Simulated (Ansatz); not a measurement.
Input and command of a plane-wave DFT calculation in Ansatz:

```yaml
crystal:
  lattice:
    - [0.0, 2.124824, 1.961376]
    - [2.124824, 0.0, 1.961376]
    - [2.124824, 2.124824, 0.0]
  atoms:
    - { symbol: Ag, position: [0.0, 0.0, 0.0] }
basis:
  ecutwfc: 420
kpoints:
  mp_grid: { grid: [20, 20, 20] }
hamiltonian:
  xc: pbe
scf:
  occupations: { method: gaussian, width: 0.15 }
output:
  forces: true
  stress: true
  eigenvalues: true
  write_density: true
  write_potential: true
  elf: true
  volumetric_format: npy
```

```bash
ansatz run input.yaml --threads 1 --pin off --max-ram 2560MiB --backend cpu --events-out ev --progress --plain --runs-dir out
```

Processor: Arm Neoverse N1, 1 thread, on a host shared with other jobs.

Task: Estimate time, memory and problem size.

Result: About 18 s on 1 thread of Arm Neoverse N1, with other jobs on the host, peak memory 0.4 GiB. It solves 14 bands at 641 k points (the mesh reduced by the symmetry that the task leaves, which can be less than the crystal's) with about 331 plane waves, in 6 SCF iterations.
